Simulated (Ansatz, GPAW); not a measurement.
# Geometry or basis: what sets the conductance of a Ga chain with a Sn atom on top of one atom, part 2 of 3

How well does a Ga chain with a Sn atom on top of one atom conduct once its atoms have relaxed, and how much do cheaper levels lose?

GPAW 26.7.0 and Ansatz 0.2.0; Ansatz plane waves; relaxation of the junction with the lead ends held; PAW set soft_1 (the session's first sound run).

So far. Step 2 (Relaxing the atoms): The relaxation lowered the energy of the cell by 1.40 eV.

## 3. Plane waves, PBE

A plane-wave run comes first: its basis does not favour the atoms, so it serves as the reference for the orbital bases.

This step: Ansatz plane waves; Landauer transmission by layers, zero bias; PAW set soft_1 (Ansatz 0.2.0).

File input.yaml:

```yaml
crystal:
  lattice:
    - [9.0, 0.0, 0.0]
    - [0.0, 9.0, 0.0]
    - [0.0, 0.0, 33.15]
  atoms:
    - { symbol: Ga, position: [0.5, 0.5, 0.0384615385] }
    - { symbol: Ga, position: [0.5, 0.5, 0.1153846154] }
    - { symbol: Ga, position: [0.5, 0.5, 0.1923076923] }
    - { symbol: Ga, position: [0.5, 0.5, 0.2692307692] }
    - { symbol: Ga, position: [0.5613542598, 0.4953082068, 0.3577480427] }
    - { symbol: Ga, position: [0.533620744, 0.4970764568, 0.4399991778] }
    - { symbol: Ga, position: [0.3509555062, 0.4949878646, 0.4995559851] }
    - { symbol: Sn, position: [0.7340568209, 0.4967477535, 0.4993622573] }
    - { symbol: Ga, position: [0.5345680742, 0.4946325487, 0.5588806421] }
    - { symbol: Ga, position: [0.5574582575, 0.4826174976, 0.6411594067] }
    - { symbol: Ga, position: [0.5, 0.5, 0.7307692308] }
    - { symbol: Ga, position: [0.5, 0.5, 0.8076923077] }
    - { symbol: Ga, position: [0.5, 0.5, 0.8846153846] }
    - { symbol: Ga, position: [0.5, 0.5, 0.9615384615] }
kpoints:
  mp_grid: { grid: [1, 1, 3] }
hamiltonian:
  xc: pbe
  pseudopotentials: { kind: paw, azcp: { folder: soft_1 } }
scf:
  occupations: { method: fermi_dirac, width: 0.1 }
output:
  transmission:
    leads: [[0, 1]]
    e_range: [-2, 2]
    de: 0.025
    kmesh: [1, 1]
    reduced_basis: true
  write_potential: true
  write_density: true
  volumetric_format: npy
```

Started as:

```console
$ ansatz run input.yaml --threads 4 --pin off --max-ram 8192MiB --backend cpu --events-out ev --progress --plain --runs-dir out
```

Numbers of over 12 decimals in the logs are rounded to 6 here.

Log:

```text
[...]
Crystal: 14 atoms, lattice volume = 2685.150 Å³
Basis set: ecut = 420 eV, 52379 PW (Γ)
Bands: 110, of which v1, the nominal top of the filled ones, is band 92 counted from 1 (91 counted from 0)
Symmetry: 1 space group operations
[...]
k-points: 2 of 3 (time reversal used)
[...]
SCF iter   1: F=—  HF=-55189.387241 eV  |F-HF|=—  |Δ(HF+E_count)|=         —  Δρ=8.81e-3  dr2=9.00e0  ethr=3.10e-3  ⟨swp⟩=7.0  Hψ=796  notcnv=0
[...]
SCF iter  14: F=-55187.548109 eV  HF=-55187.548109 eV  |F-HF|=2.11e-8  |Δ(HF+E_count)|=   7.19e-8  Δρ=5.98e-7  dr2=2.38e-8  ethr=5.46e-11  ⟨swp⟩=7.0  Hψ=560  notcnv=0
SCF 1 converged in 14 iterations: F = -55187.548109 eV  dr2 = 2.38e-8
[...]
transmission: 42 of 252 steps passed
transmission: 84 of 252 steps passed
[...]
transmission: 252 of 252 steps passed
WARN: The output density's exchange-correlation potential varies sharply where the density is thin. Do not read a vacuum level from v_tot or v_xc, or from such a field of the output density. On a cell that repeats whose density bears no net charge and no dipole along the vacuum's axis use v_es (v_loc + v_h of the components); under efield.dipole_correction with no amplitude use v_es + v_field, which holds any externa [...]
SCF converged after 14 iterations
Free energy (F): -55187.548109 eV
[...]
Internal energy: -55186.898839 eV  (E = F + TS)
E sigma→0 (E₀):  -55187.223474 eV
Entropy (-TS):   -0.649270 eV (-46.376 meV/atom)
Fermi energy:    -2.424950 eV
[...]
--- Band table (eV) ---
  k-point 0: bands = [... 88 lower, -2.6873, -2.6204, -2.6007, -2.4835, -2.4245, -2.1857, -2.1491, -2.0099, ... 14 higher]
  k-point 1: bands = [... 88 lower, -2.6291, -2.6257, -2.4607, -2.4500, -2.2962, -2.2439, -2.0347, -1.9090, ... 14 higher]
--- Transmission ---
  basis      : 717 plane waves across, 42 finite elements along
  points     : 1, standing for a mesh of 1 x 1
  filling    : by the input's occupations and mesh, since the crystals that have channels conduct as metals do. If one of these is a semiconductor, that mesh has misplaced its level
  energies   : 161 from -2.000000 to 2.000000 eV about the Fermi level, 0.025000 eV apart; the leads are filled to 0.000000 eV, and channels, transmission and decay are at 0.000000 eV
  crystal 0  : Ga1, at the sites [0, 1], period 2.5500 Å, over 20.40 Å; its Hamiltonian steps by up to 50.5 meV: too much for a lead, lay more layers or, if its atoms are ordered, name the step of that order
    offset         : up to 0.0000 Å between an atom of the period and one for which it stands
    filled         : 40.5 meV over the level at which it is neutral
    channels       : 3.000000e0 a spin
    conductance    : 2.8696e14 S/m² at 300 K; may be off by some 0.0 % by where its bands' edges are placed, 0.0 % from the distance to neutral
  junction   : crystal 0 to crystal 0, 0.70 to 31.30 Å
    transmission   : 1.111728e0 a spin
    error estimate : 2.684148e-4 a spin from the reduction of the transverse basis, at the most 8.106341e-4 at -0.075000 eV
    conductance    : 1.0624e14 S/m² at 300 K (1.0624e14 on every other energy)
    error estimate : 0.0 % from the energy spacing and 0.0 % from band edges of the leads and from resonances (wavevectors taken as independent; lower de), 0.0 % from the reduction of the transverse basis, 2.6 % from the steps of its leads' Hamiltonians or their offsets (lay more layers), 1.1 % from the distance to neutral
    resistance     : 5.9281e-3 Ω µm² beyond half of each lead's own
```

Run time: 2.5 min. Hardware: 4 threads of Arm Neoverse V1, shared host; peak memory 2.9 GiB; 7.1 min of CPU time.

Numbers from this step:

```
free energy                                             : -55187.5481 eV
lead level                                              : 0 eV from the Fermi level
transmission at the Fermi level (one spin)              : 1.112
open channels of the lead at the Fermi level (one spin) : 3
step of the potential along the lead                    : 50.5 meV
offset of the lead                                      : 0 Å
filling of the lead less its bulk value, in size        : 40.5 meV
conductance                                             : 1.111 G₀
```

One spin. Table of transmission, zone mean by energy, zero at the Fermi level:

| energy (eV) | transmission, zone mean |
| --- | --- |
| -2.000 | 0.296 |
| -1.800 | 0.164 |
| -1.600 | 0.0702 |
| -1.400 | 0.0760 |
| -1.200 | 0.0250 |
| -1.000 | 0.00114 |
| -0.800 | 0.179 |
| -0.600 | 0.825 |
| -0.400 | 0.998 |
| -0.200 | 1.02 |
| 0.000 | 1.11 |
| 0.200 | 1.18 |
| 0.400 | 1.46 |
| 0.600 | 1.96 |
| 0.800 | 2.25 |
| 0.875 | 2.28 |
| 1.000 | 2.18 |
| 1.200 | 1.79 |
| 1.400 | 1.39 |
| 1.600 | 1.08 |
| 1.775 | 1.74 |
| 1.800 | 1.51 |
| 2.000 | 1.28 |

One spin. Open channels, zone mean against energy, zero at the Fermi level:

| energy (eV) | open channels, zone mean |
| --- | --- |
| -2.000 | 1 |
| -1.800 | 1 |
| -1.600 | 1 |
| -1.400 | 1 |
| -1.200 | 1 |
| -1.000 | 1 |
| -0.800 | 1 |
| -0.600 | 1 |
| -0.400 | 1 |
| -0.200 | 3 |
| 0.000 | 3 |
| 0.200 | 3 |
| 0.400 | 3 |
| 0.600 | 3 |
| 0.800 | 3 |
| 1.000 | 3 |
| 1.200 | 3 |
| 1.400 | 3 |
| 1.600 | 3 |
| 1.800 | 3 |
| 2.000 | 3 |

Crystal 0, spin -, k parallel (0, 0); distinct values, listed up to 1.5 1/Å. Im kz of the slowest decaying states against energy, zero at the Fermi level:

| energy (eV) | decay 1 (Å⁻¹) | decay 2 (Å⁻¹) | decay 3 (Å⁻¹) | decay 4 (Å⁻¹) |
| --- | --- | --- | --- | --- |
| -2.000 | 0.643 | 0.643 | 1.14 | 1.27 |
| -1.800 | 0.605 | 0.606 | 1.11 | 1.25 |
| -1.600 | 0.565 | 0.566 | 1.09 | 1.22 |
| -1.400 | 0.522 | 0.522 | 1.07 | 1.20 |
| -1.200 | 0.474 | 0.474 | 1.04 | 1.18 |
| -1.000 | 0.420 | 0.421 | 1.01 | 1.16 |
| -0.800 | 0.358 | 0.359 | 0.987 | 1.13 |
| -0.600 | 0.283 | 0.283 | 0.960 | 1.11 |
| -0.400 | 0.176 | 0.177 | 0.932 | 1.09 |
| -0.200 | 0.902 | 1.06 | 1.18 | 1.18 |
| 0.000 | 0.872 | 1.04 | 1.15 | 1.15 |
| 0.200 | 0.841 | 1.01 | 1.13 | 1.13 |
| 0.400 | 0.809 | 0.985 | 1.11 | 1.11 |
| 0.600 | 0.775 | 0.958 | 1.09 | 1.09 |
| 0.800 | 0.740 | 0.930 | 1.06 | 1.06 |
| 1.000 | 0.703 | 0.901 | 1.04 | 1.04 |
| 1.200 | 0.664 | 0.871 | 1.01 | 1.01 |
| 1.400 | 0.623 | 0.841 | 0.985 | 0.988 |
| 1.600 | 0.579 | 0.808 | 0.957 | 0.961 |
| 1.800 | 0.531 | 0.775 | 0.929 | 0.934 |
| 2.000 | 0.478 | 0.740 | 0.900 | 0.906 |

Crystal 0, spin -, k parallel (0, 0). Re kz of states that move upwards against energy, zero at the Fermi level:

| energy (eV) | channel 1 (Å⁻¹) | channel 2 (Å⁻¹) | channel 3 (Å⁻¹) |
| --- | --- | --- | --- |
| -2.000 | 1.18 | - | - |
| -1.800 | 1.20 | - | - |
| -1.600 | 1.22 | - | - |
| -1.400 | -1.23 | - | - |
| -1.200 | -1.20 | - | - |
| -1.000 | -1.18 | - | - |
| -0.800 | -1.16 | - | - |
| -0.600 | -1.15 | - | - |
| -0.400 | -1.13 | - | - |
| -0.200 | -1.11 | 0.133 | 0.134 |
| 0.000 | -1.09 | 0.259 | 0.260 |
| 0.200 | -1.07 | 0.342 | 0.343 |
| 0.400 | -1.05 | 0.409 | 0.409 |
| 0.600 | -1.03 | 0.467 | 0.467 |
| 0.800 | -1.02 | 0.518 | 0.518 |
| 1.000 | -1.000 | 0.565 | 0.566 |
| 1.200 | -0.982 | 0.609 | 0.610 |
| 1.400 | -0.965 | 0.650 | 0.651 |
| 1.600 | -0.948 | 0.690 | 0.690 |
| 1.800 | -0.932 | 0.727 | 0.727 |
| 2.000 | -0.915 | 0.763 | 0.763 |

The electrostatic potential energy of an electron (with the applied field's), less the Fermi level, planar mean oscillates, so the rows of the table below give means over windows of 2 Å about each position, cut where the curve ends. Its first 14 maxima inside the range that stand out by 2 % of the span (Å: eV): 1.3: 3.53, 2.5: 3.62, 3.8: 3.55, 5.2: 3.62, 6.3: 3.52, 7.7: 3.50, 9.0: 3.31, 10.3: 3.47, 11.9: 3.24, 13.4: 3.71, 14.6: 3.89, 16.5: 2.62, 18.6: 3.89, 19.7: 3.71. Its first 14 minima: 0.7: 3.23, 1.9: 3.23, 3.2: 3.23, 4.4: 3.24, 5.7: 3.22, 6.9: 3.18, 8.4: 3.05, 9.6: 3.00, 11.2: 2.93, 12.4: 3.02, 14.0: 3.47, 16.1: 2.26, 17.1: 2.27, 19.2: 3.45.

Electrostatic potential energy of an electron (with the applied field's), less the Fermi level, planar mean against z; means over each step:

z (Å), electrostatic potential energy of an electron (with the applied field's), less the Fermi level, planar mean (eV) and a bar from the least value:
```
        0       3.39 #####################
        2       3.45 #######################
        4       3.39 #####################
        6       3.40 #####################
        8       3.28 #################
       10       3.26 #################
       12       3.14 #############
       14       3.67 ##############################
       16       2.75 
       18       3.32 ###################
       20       3.41 ######################
       22       3.21 ###############
       24       3.17 ##############
       26       3.36 ####################
       28       3.40 #####################
       30       3.45 #######################
       32       3.37 ####################
```

The valence density, planar mean oscillates, so the rows of the table below give means over windows of 2.58 Å about each position, cut where the curve ends. Its maxima inside the range that stand out by 2 % of the span (Å: e/Å³): 1.3: 0.210, 3.8: 0.215, 6.3: 0.212, 9.0: 0.207, 11.8: 0.203, 14.6: 0.219, 16.5: 0.364, 18.6: 0.216, 21.2: 0.210, 24.2: 0.207, 26.8: 0.212, 29.3: 0.215, 31.8: 0.210. Its minima: 2.5: 0.0138, 5.2: 0.0138, 7.7: 0.0136, 10.5: 0.00899, 13.3: 0.0112, 15.3: 0.0385, 17.7: 0.0385, 19.9: 0.0111, 22.7: 0.00863, 25.5: 0.0136, 28.0: 0.0138, 30.6: 0.0138.

Table of valence density, planar mean by z; means over each step:

| z (Å) | valence density, planar mean (e/Å³) |
| --- | --- |
| 1.29 | 0.0624 |
| 3.87 | 0.0624 |
| 6.45 | 0.0626 |
| 9.03 | 0.0614 |
| 11.61 | 0.0602 |
| 14.19 | 0.0658 |
| 16.77 | 0.134 |
| 19.35 | 0.0615 |
| 21.93 | 0.0588 |
| 24.51 | 0.0619 |
| 27.09 | 0.0626 |
| 29.67 | 0.0624 |
| 32.25 | 0.0749 |

T at the Fermi level is 1.11; the potential still steps by 50.5 meV from one lead period to the next, more than the program accepts for a lead, so the cell is too short for a firm reference, and the program's own error estimates apply.

## 4. Double-zeta polarised basis

Localised orbitals split the wire into layers that couple to their neighbours alone, which is what the Green's function method needs; double zeta with polarisation is the usual level for numbers.

This step: GPAW LCAO, PAW setups; Landauer transmission from Green's functions with principal layers (ASE), zero bias (GPAW 26.7.0).

File run.py:

```python
import json
import numpy as np
from ase import Atoms
from ase.transport.calculators import TransportCalculator
from gpaw import GPAW, FermiDirac
from gpaw.lcao.tools import get_lcao_hamiltonian
from scipy.linalg import eigh

# The junction with lead layers at both ends, along the third cell vector
device = Atoms(
    ['Ga', 'Ga', 'Ga', 'Ga', 'Ga', 'Ga', 'Ga', 'Sn', 'Ga', 'Ga', 'Ga', 'Ga', 'Ga', 'Ga'],
    positions=[
        [4.50000, 4.50000, 1.27500],
        [4.50000, 4.50000, 3.82500],
        [4.50000, 4.50000, 6.37500],
        [4.50000, 4.50000, 8.92500],
        [5.05219, 4.45777, 11.85935],
        [4.80259, 4.47369, 14.58597],
        [3.15860, 4.45489, 16.56028],
        [6.60651, 4.47073, 16.55386],
        [4.81111, 4.45169, 18.52689],
        [5.01712, 4.34356, 21.25443],
        [4.50000, 4.50000, 24.22500],
        [4.50000, 4.50000, 26.77500],
        [4.50000, 4.50000, 29.32500],
        [4.50000, 4.50000, 31.87500]],
    cell=[[9.0, 0.0, 0.0], [0.0, 9.0, 0.0], [0.0, 0.0, 33.15]],
    pbc=True)

# One principal layer of the lead: the first 3 atoms of the device
lead = Atoms(
    ['Ga', 'Ga', 'Ga'],
    positions=[
        [4.50000, 4.50000, 1.27500],
        [4.50000, 4.50000, 3.82500],
        [4.50000, 4.50000, 6.37500]],
    cell=[[9.0, 0.0, 0.0], [0.0, 9.0, 0.0], [0.0, 0.0, 7.65]],
    pbc=True)

settings = dict(mode='lcao', basis='dzp', xc='PBE', h=0.2,
                occupations=FermiDirac(0.1), maxiter=250,
                mixer=dict(beta=0.1, nmaxold=8, weight=100.0),
                convergence=dict(density=0.0001))
energies = np.arange(-2, 2 + 1e-9, 0.025)
eta = 0.0001
n1, n2 = 1, 1
# k and -k transmit alike, so half of the mesh across the current serves
mesh = [(i, j) for i in range(n1) for j in range(n2) if (i, j) <= (-i % n1, -j % n2)]
weights = np.array([1 if (i, j) == (-i % n1, -j % n2) else 2 for i, j in mesh]) / (n1 * n2)

# [... helper functions left out ...]
fermi_lead = ground_state(lead, (1, 1, 15), 'lead.txt')
fermi_device = ground_state(device, (1, 1, 3), 'device.txt')
# [... loop over the mesh left out, but for ...]
        # Shift the lead onto the potential of the device's first layer
        shift = ((H[:, 0, 0] - H0[:, 0, 0]) / S0[0, 0]).real.mean()
# [...]
kT = 8.617333e-5 * 300
bias = [0.1, 0.2, 0.5, 1.0, 1.5, 2.0]
# [... integrals and printing left out ...]
```

Started as:

```console
$ OMP_NUM_THREADS=1 OPENBLAS_NUM_THREADS=1 python run.py
```

Log:

```text
basis functions: device 192, principal layer 39
Fermi level: lead -2.8498 eV, device -2.7120 eV; lead shifted by -0.0150 eV
largest coupling past the next layer 6.03e-05 eV, largest misfit of the first layer 0.055 eV
  E-E_F (eV)   T (one spin)  channels
    -2.000    3.3713e-01    1.0000
    -1.975    3.1451e-01    1.0000
    -1.950    2.9363e-01    1.0000
    -1.925    2.7433e-01    1.0000
    -1.900    2.5646e-01    1.0000
    -1.875    2.3987e-01    1.0000
    -1.850    2.2444e-01    1.0000
    -1.825    2.1002e-01    1.0000
    -1.800    1.9650e-01    1.0000
    -1.775    1.8376e-01    1.0000
    -1.750    1.7166e-01    1.0000
    -1.725    1.6009e-01    1.0000
    -1.700    1.4890e-01    1.0000
    -1.675    1.3792e-01    1.0000
    -1.650    1.2691e-01    1.0000
    -1.625    1.1551e-01    1.0000
[...]
1.825    1.4516e+00    3.0000
     1.850    1.3192e+00    3.0000
     1.875    1.2526e+00    3.0000
     1.900    1.2170e+00    3.0000
     1.925    1.1985e+00    3.0000
     1.950    1.1911e+00    3.0000
     1.975    1.1918e+00    3.0000
     2.000    1.1993e+00    3.0000
conductance at 300 K: 1.0998 G0 a cell; thermopower -1.843 uV/K
current from the zero-bias T(E) at 0.1 V: 8.5189 uA
current from the zero-bias T(E) at 0.2 V: 17.026 uA
current from the zero-bias T(E) at 0.5 V: 42.534 uA
current from the zero-bias T(E) at 1.0 V: 89.131 uA
current from the zero-bias T(E) at 1.5 V: 139.39 uA
current from the zero-bias T(E) at 2.0 V: 183.83 uA
```

Wall time 64 s (1 thread); peak memory 1.1 GiB.

Numbers from this step:

- conductance: 1.100 G₀
- thermopower: -1.843 μV/K
- largest coupling past the next principal layer: 6.03e-5 eV
- largest misfit of the first principal layer: 0.05547 eV
- shift that aligns the lead: -0.01503 eV
- basis functions of the junction: 192
- basis functions of a principal layer: 39
- transmission at the Fermi level (one spin): 1.101

One spin. Transmission, zone mean against energy, zero at the Fermi level:

energy (eV), transmission, zone mean and a bar:
```
   -2.000       0.34 ####
   -1.900       0.26 ###
   -1.800       0.20 ###
   -1.700       0.15 ##
   -1.600       0.10 #
   -1.500       0.00 
   -1.400       0.09 #
   -1.300       0.06 #
   -1.200       0.04 
   -1.100       0.01 
   -1.000       0.00 
   -0.900       0.02 
   -0.800       0.12 ##
   -0.700       0.38 #####
   -0.600       0.74 ##########
   -0.500       0.95 #############
   -0.400       1.00 #############
   -0.300       0.99 #############
   -0.200       1.02 #############
   -0.100       1.07 ##############
    0.000       1.10 ###############
    0.100       1.12 ###############
    0.200       1.17 ###############
    0.300       1.26 #################
    0.400       1.44 ###################
    0.500       1.71 #######################
    0.600       1.95 ##########################
    0.700       2.12 ############################
    0.800       2.23 ##############################
    0.875       2.27 ##############################
    0.900       2.26 ##############################
    1.000       2.17 #############################
    1.100       1.98 ##########################
    1.200       1.76 #######################
    1.300       1.55 ####################
    1.400       1.35 ##################
    1.500       1.19 ################
    1.600       1.05 ##############
    1.700       0.89 ############
    1.800       1.69 ######################
    1.900       1.22 ################
    2.000       1.20 ################
```

Crossings of the lead's bands, unfolded to its shortest repeat. Table of open channels, zone mean by energy, zero at the Fermi level:

| energy (eV) | open channels, zone mean |
| --- | --- |
| -2.000 | 1 |
| -1.900 | 1 |
| -1.800 | 1 |
| -1.700 | 1 |
| -1.600 | 1 |
| -1.500 | 0 |
| -1.400 | 1 |
| -1.300 | 1 |
| -1.200 | 1 |
| -1.100 | 1 |
| -1.000 | 1 |
| -0.900 | 1 |
| -0.800 | 1 |
| -0.700 | 1 |
| -0.600 | 1 |
| -0.500 | 1 |
| -0.400 | 1 |
| -0.300 | 1 |
| -0.200 | 3 |
| -0.100 | 3 |
| 0.000 | 3 |
| 0.100 | 3 |
| 0.200 | 3 |
| 0.300 | 3 |
| 0.400 | 3 |
| 0.500 | 3 |
| 0.600 | 3 |
| 0.700 | 3 |
| 0.800 | 3 |
| 0.900 | 3 |
| 1.000 | 3 |
| 1.100 | 3 |
| 1.200 | 3 |
| 1.300 | 3 |
| 1.400 | 3 |
| 1.500 | 3 |
| 1.600 | 3 |
| 1.700 | 3 |
| 1.800 | 3 |
| 1.900 | 3 |
| 2.000 | 3 |

Not self-consistent under bias; the bias window is split evenly. The current through one cell, from the zero-bias transmission by bias:

| bias (V) | current through one cell, from the zero-bias transmission (μA) |
| --- | --- |
| 0.100 | 8.52 |
| 0.200 | 17.0 |
| 0.500 | 42.5 |
| 1.000 | 89.1 |
| 1.500 | 139 |
| 2.000 | 184 |

The transmission of the three most open eigenchannels by energy, zero at the Fermi level:

| energy (eV) | channel 1 | channel 2 | channel 3 |
| --- | --- | --- | --- |
| -2.000 | 0.337 | 0 | 0 |
| -1.800 | 0.197 | 0 | 0 |
| -1.600 | 0.103 | 0 | 0 |
| -1.400 | 0.0940 | 0 | 0 |
| -1.200 | 0.0355 | 0 | 0 |
| -1.000 | 2.2e-4 | 1.6e-12 | 0 |
| -0.800 | 0.119 | 0 | 0 |
| -0.600 | 0.745 | 0 | 0 |
| -0.400 | 0.998 | 2.5e-12 | 0 |
| -0.200 | 0.997 | 0.0157 | 0.00668 |
| 0.000 | 0.975 | 0.0925 | 0.0332 |
| 0.200 | 0.934 | 0.179 | 0.0548 |
| 0.400 | 0.868 | 0.467 | 0.108 |
| 0.600 | 0.902 | 0.781 | 0.267 |
| 0.800 | 0.960 | 0.744 | 0.530 |
| 1.000 | 0.832 | 0.792 | 0.544 |
| 1.200 | 0.769 | 0.521 | 0.474 |
| 1.400 | 0.599 | 0.430 | 0.325 |
| 1.600 | 0.491 | 0.336 | 0.222 |
| 1.800 | 0.972 | 0.461 | 0.257 |
| 2.000 | 0.502 | 0.468 | 0.229 |

At the Fermi level T is 1.10 against 1.11 in plane waves. Couplings past the next layer reach 6.0e-5 eV, small enough to drop; the matrix elements of the cell's first layer differ from the bulk lead's by up to 0.055 eV. That layer keeps its own values in the calculation, and only beyond it is the lead taken as perfect. The Fermi levels of lead and junction count from different zeros of potential, one for each periodic cell; with both set to zero, the small remaining shift is what aligns them. By hand: G = 1.100 × 77.48 μS = 85.2 μS, a resistance of 11.7 kΩ; at 0.1 V a linear junction would pass 8.52 μA, and the integral over the bias window gives 8.52 μA. Mott's formula, S = -(π²/3)(k_B²T/e) d ln T/dE, has the prefactor 7.33 μV/K·eV at 300 K; T = 1.094 at -0.025 eV and 1.106 at 0.025 eV give a slope of 0.222 per eV and S = -1.63 μV/K, beside -1.84 μV/K from the thermal integral, which interpolates the same grid.

[end of part 2 of 3]

[Logs are printed without paths, hosts, clocks, repeated set-up lines and the standing remarks that a program may print on its own settings, such as how far it seeks lower states.]

[Hosts, paths, dates, database ids (printed as entryN), source tags and the programs' standing remarks are cut or masked in the printed files.]
